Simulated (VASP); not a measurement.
Output of a VASP run:

**OUTCAR**
```
 ion  position               nearest neighbor table
   1  0.333  0.667  0.995-   4 2.01   4 2.01   4 2.01   3 2.03   2 3.26   2 3.26   2 3.26   2 3.26
                             2 3.26   2 3.26
   2  0.667  0.333  0.495-   3 2.01   3 2.01   3 2.01   4 2.03   1 3.26   1 3.26   1 3.26   1 3.26
                             1 3.26   1 3.26
   3  0.333  0.667  0.380-   2 2.01   2 2.01   2 2.01   1 2.03
   4  0.667  0.333  0.880-   1 2.01   1 2.01   1 2.01   2 2.03
  LATTYP: Found a hexagonal cell.
 ALAT       =     3.3206836305
 C/A-ratio  =     1.5874419026
 Subroutine PRICEL returns:
 Original cell was already a primitive cell.
 Subroutine GETGRP returns: Found 12 space group operations
The static configuration has the point symmetry C_3v.
 The point group associated with its full space group is C_6v.
The dynamic configuration has the point symmetry C_3v.
 Subroutine INISYM returns: Found 12 space group operations
 Subroutine IBZKPT returns following result:
 Found     30 irreducible k-points:

 Following reciprocal coordinates:
            Coordinates               Weight
  0.000000  0.000000  0.000000      1.000000
  0.125000  0.000000  0.000000      6.000000
  0.250000  0.000000  0.000000      6.000000
  0.375000 -0.000000  0.000000      6.000000
  0.500000  0.000000  0.000000      3.000000
  0.125000  0.125000  0.000000      6.000000
  0.250000  0.125000  0.000000     12.000000
  0.375000  0.125000  0.000000     12.000000
  0.250000  0.250000  0.000000      6.000000
  0.375000  0.250000  0.000000      6.000000
  0.000000  0.000000  0.250000      2.000000
  0.125000  0.000000  0.250000     12.000000
  0.250000  0.000000  0.250000     12.000000
  0.375000 -0.000000  0.250000     12.000000
  0.500000  0.000000  0.250000      6.000000
  0.125000  0.125000  0.250000     12.000000
  0.250000  0.125000  0.250000     24.000000
  0.375000  0.125000  0.250000     24.000000
  0.250000  0.250000  0.250000     12.000000
  0.375000  0.250000  0.250000     12.000000
  0.000000  0.000000  0.500000      1.000000
  0.125000  0.000000  0.500000      6.000000
  0.250000  0.000000  0.500000      6.000000
  0.375000 -0.000000  0.500000      6.000000
  0.500000  0.000000  0.500000      3.000000
  0.125000  0.125000  0.500000      6.000000
  0.250000  0.125000  0.500000     12.000000
  0.375000  0.125000  0.500000     12.000000
  0.250000  0.250000  0.500000      6.000000
  0.375000  0.250000  0.500000      6.000000
   k-points           NKPTS =     30   k-points in BZ     NKDIM =     30   number of bands    NBANDS=     22
   number of dos      NEDOS =    301   number of ions     NIONS =      4
   total plane-waves  NPLWV =  37632
   dimension x,y,z NGX =    28 NGY =   28 NGZ =   48
   dimension x,y,z NGXF=    56 NGYF=   56 NGZF=   96
   ions per type =               2   2
   PREC   = accura    normal or accurate (medium, high low for compatibility)
   ISTART =      0    job   : 0-new  1-cont  2-samecut
   ICHARG =      2    charge: 1-file 2-atom 10-const
   ISPIN  =      1    spin polarized calculation?
   LNONCOLLINEAR =      F non collinear calculations
   LSORBIT =      F    spin-orbit coupling
   INIWAV =      1    electr: 0-lowe 1-rand  2-diag
   ENCUT  =  620.0 eV  45.57 Ry    6.75 a.u.   6.74  6.74 10.70*2*pi/ulx,y,z
   NELM   =    100;   NELMIN=  2; NELMDL= -5     # of ELM steps
   EDIFF  = 0.1E-05   stopping-criterion for ELM
   LREAL  =      F    real-space projection
   NLSPLINE    = F    spline interpolate recip. space projectors
   LMAXMIX     =    4 max onsite mixed and CHGCAR
   VOSKOWN=      0    Vosko Wilk Nusair interpolation
   EDIFFG = -.2E-01   stopping-criterion for IOM
   NSW    =     40    number of steps for IOM
   NBLOCK =      1;   KBLOCK =     40    inner block; outer block
   IBRION =      2    ionic relax: 0-MD 1-quasi-New 2-CG
   NFREE  =      1    steps in history (QN), initial steepest desc. (CG)
   ISIF   =      3    stress and relaxation
   ISYM   =      2    0-nonsym 1-usesym 2-fastsym
   TEIN   =    0.0    initial temperature
...
```

**OSZICAR**
```
       N       E                     dE             d eps       ncg     rms          rms(c)
DAV:   1     0.376358916140E+03    0.37636E+03   -0.20520E+04  1320   0.275E+03
DAV:   2     0.231104779058E+02   -0.35325E+03   -0.34362E+03  1356   0.539E+02
DAV:   3    -0.249766654746E+02   -0.48087E+02   -0.47476E+02  1710   0.204E+02
DAV:   4    -0.267322913700E+02   -0.17556E+01   -0.17506E+01  1642   0.413E+01
DAV:   5    -0.267871670759E+02   -0.54876E-01   -0.54862E-01  1728   0.678E+00    0.184E+01
DAV:   6    -0.216637515201E+02    0.51234E+01   -0.17402E+01  2370   0.725E+01    0.120E+01
DAV:   7    -0.218677146292E+02   -0.20396E+00   -0.30692E+00  1406   0.136E+01    0.378E+00
DAV:   8    -0.218143272183E+02    0.53387E-01   -0.18555E-01  2086   0.698E+00    0.186E+00
DAV:   9    -0.217985329922E+02    0.15794E-01   -0.38530E-02  2118   0.325E+00    0.408E-01
DAV:  10    -0.217985054326E+02    0.27560E-04   -0.25883E-03  2012   0.708E-01    0.307E-01
DAV:  11    -0.217985881388E+02   -0.82706E-04   -0.16743E-03  2190   0.423E-01    0.830E-02
DAV:  12    -0.217985290588E+02    0.59080E-04   -0.27980E-04  2060   0.214E-01    0.463E-02
DAV:  13    -0.217985312055E+02   -0.21466E-05   -0.23138E-05  1608   0.411E-02    0.323E-02
DAV:  14    -0.217985313068E+02   -0.10131E-06   -0.37388E-07  1026   0.894E-03
   1 F= -.76596903E+01 E0= -.76596903E+01  d E =-.765969E+01
```

**OUTCAR**
```
------------------------ aborting loop because EDIFF is reached ----------------------------------------
  FORCE on cell =-STRESS in cart. coord.  units (eV):
  Direction    XX          YY          ZZ          XY          YZ          ZX
  --------------------------------------------------------------------------------------
  Total       14.1130078     14.1130666     14.1033670      0.0000000      0.0000000      0.0000000
  in kB      449.1778016    449.1796731    448.8709589      0.0000000      0.0000000      0.0000000
  external PRESSURE =      -0.9238555 kB  Pullay stress =     450.0000000 kB
  volume of cell :       50.34
      direct lattice vectors                 reciprocal lattice vectors
     3.320683631  0.000000000  0.000000000     0.301142810  0.173864520  0.000000000
    -1.660341815  2.875802373  0.000000000    -0.000000000  0.347729041  0.000000000
     0.000000000  0.000000000  5.271392340     0.000000000  0.000000000  0.189703201
 POSITION                                       TOTAL-FORCE (eV/Angst)
 -----------------------------------------------------------------------------------
     -0.00000      1.91720      5.24692         0.000000     -0.000000     -0.015059
      1.66034      0.95860      2.61122        -0.000000      0.000000     -0.015059
     -0.00000      1.91720      2.00124        -0.000000      0.000000      0.015059
      1.66034      0.95860      4.63694         0.000000     -0.000000      0.015059
 -----------------------------------------------------------------------------------
    total drift:                               -0.001154      0.000667      0.000409
  FREE ENERGIE OF THE ION-ELECTRON SYSTEM (eV)
  ---------------------------------------------------
  free  energy   TOTEN  =       -21.7985313068 eV

  energy  without entropy=      -21.7985313006  energy(sigma->0) =      -21.79853130
  enthalpy is  TOTEN    =        -7.6596902757 eV   P V=       14.1388410310

 reached required accuracy - stopping structural energy minimisation
```
(Selected blocks of OUTCAR.)

**POSCAR**
```
InN
1
    3.3206836305     0.0000000001     0.0000000000
   -1.6603418151     2.8758023727     0.0000000000
   -0.0000000000    -0.0000000000     5.2713923403
In N
2 2
Direct
  0.3333330000   0.6666670000   0.9953575274
  0.6666670000   0.3333330000   0.4953575274
  0.3333330000   0.6666670000   0.3796424726
  0.6666670000   0.3333330000   0.8796424726
```

Question: Reconstruct the remaining input files.

Answer: One answer among several that fit: the input of the run itself, PBEsol GGA, plane waves, VASP's PBE PAW potentials (set 64).

INCAR:
```
! general
SYSTEM  = InN
PREC    = Accurate
ENCUT   = 620
LREAL   = F
LASPH   = T

! electronic loop
EDIFF   = 1E-6
NELM    = 100
ALGO    = Normal
LMAXMIX = 4

! smearing
ISMEAR  = 0
SIGMA   = 0.05

! functional
GGA     = PS

! ions
IBRION  = 2
NSW     = 40
ISIF    = 3
EDIFFG  = -0.02
PSTRESS = 450

! output
LWAVE   = F
LCHARG  = F
```

**KPOINTS**
```
Automatic
0
gamma
 8 8 4
```

POTCAR, in this order: In_d N (PBE.64 set). Program: vasp_std.

The structure was generated: InN was put into the wurtzite type (P6_3mc), which need not be its known phase. It was relaxed first under an external pressure of 45 GPa.
